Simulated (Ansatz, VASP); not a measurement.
# MgO: VASP beside Ansatz

File INCAR:

```
SYSTEM = MgO
PREC = Accurate
ENCUT = 520
EDIFF = 1E-6
ISMEAR = -1
SIGMA = 0.02
LREAL = .FALSE.
LASPH = .TRUE.
NELM = 100
ALGO = Normal
ISIF = 2
LWAVE = .FALSE.
LCHARG = .TRUE.
GGA = PE
LELF = .TRUE.
LVHAR = .TRUE.
NBANDS = 16
```

The input KPOINTS:

```
regular mesh
0
G
  12 12 6
  0 0 0
```

POSCAR

```
MgO
1.0
    3.3539815726      0.0000000000      0.0000000000
   -1.6769907863      2.9046332457      0.0000000000
    0.0000000000      0.0000000000      5.1350536003
Mg O
2 2
Direct
    0.3333333333      0.6666666667     -0.0091202471
    0.6666666667      0.3333333333      0.4908797529
    0.3333333333      0.6666666667      0.3841202471
    0.6666666667      0.3333333333      0.8841202471
```

Input for Ansatz:

```yaml
crystal:
  lattice:
    - [3.3539815726, 0.0, 0.0]
    - [-1.6769907863, 2.9046332457, 0.0]
    - [0.0, 0.0, 5.1350536003]
  atoms:
    - { symbol: Mg, position: [0.3333333333, 0.6666666667, -0.0091202471] }
    - { symbol: Mg, position: [0.6666666667, 0.3333333333, 0.4908797529] }
    - { symbol: O, position: [0.3333333333, 0.6666666667, 0.3841202471] }
    - { symbol: O, position: [0.6666666667, 0.3333333333, 0.8841202471] }
kpoints:
  mp_grid: { grid: [12, 12, 6] }
  band_path:
    path:
      - [0.0, 0.0, 0.0]
      - [0.5, 0.0, 0.0]
      - [0.3333333333, 0.3333333333, 0.0]
      - [0.0, 0.0, 0.5]
      - [0.5, 0.0, 0.5]
      - [0.3333333333, 0.3333333333, 0.5]
    npoints: 1
hamiltonian:
  xc: pbe
scf:
  occupations: { method: fermi_dirac, width: 0.02 }
  n_extra_bands: 5
output:
  forces: true
  stress: true
  eigenvalues: true
```

Change from the starting cell: hydrostatic strain +2.0%.

Alike in both runs: task single point; functional PBE; k mesh 12 × 12 × 6; occupations fermi-dirac, width 0.02 eV; no spin polarisation.

|  | VASP | Ansatz |
| --- | --- | --- |
| version | VASP 6.6.1 | Ansatz 0.2.0 |
| potentials or method | VASP PAW PBE potentials, release 64 (Mg, O) | plane waves, PAW |
| plane-wave cutoff (eV) | 520 | 420 |
| valence electrons in the cell | 16 | 32 |

Ansatz gave:

```
gap on the k mesh at the Fermi level (eV)       : 3.25
pressure (GPa)                                  : -3.0
largest component of the traceless stress (GPa) : 0.88
rms of the force components (eV/Å)              : 0.009
```

**Question.** What did VASP give for the same quantities?

**Answer.** gap on the k mesh at the Fermi level (eV): 3.23; pressure (GPa): -3.4; largest component of the traceless stress (GPa): 0.91; rms of the force components (eV/Å): 0.009.

Atom by atom the forces differ by 0.000 eV/Å (rms over components). With one functional, cell and mesh, what is left measures potentials, basis and numerics. The two sets of potentials don't hold the same shells in valence.

A k mesh can miss the band edges.
